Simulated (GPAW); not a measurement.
Crystal: CO2.

```
CELL_PARAMETERS angstrom
-1.97473 1.97473 3.01406
1.97473 -1.97473 3.01406
1.97473 1.97473 -3.01406
ATOMIC_POSITIONS crystal
O 0.87500 0.95980 0.58480
O 0.37500 0.29020 0.41520
O 0.04020 0.62500 0.91520
O 0.70980 0.12500 0.08480
C 0.00000 0.00000 0.00000
C 0.75000 0.25000 0.50000
```

The cell comes from a database or a generator and needn't be the stable form of this composition.

Base run:

* Program: GPAW 26.7.0
* Functional: LDA
* Potentials or basis: the program's PAW data sets (release 1.2.1) made for this functional
* Cutoff: 800 eV
* Basis: pw
* k mesh: 6 × 6 × 6
* Occupations: fermi-dirac, width 0.05 eV
* Spin: no spin polarisation

Its results: band gap on the k mesh 7.45 eV, indirect (least direct gap 7.93 eV); pressure -13.3 GPa; largest force 0.465 eV/Å.

Question: The run is repeated on the same cell with these changes: functional from LDA to r2SCAN; potentials or basis from the program's PAW data sets (release 1.2.1) made for this functional to GPAW PAW data sets (gpaw-data 1.2.1). What comes out?

Answer: Band gap on the k mesh 8.49 eV, indirect (least direct gap 8.89 eV); pressure -7.5 GPa; largest force 0.216 eV/Å.

Caveats: the PAW data sets were made with another functional, which shifts forces and pressure a little (some runs).

Not every run made on this cell is shown here.
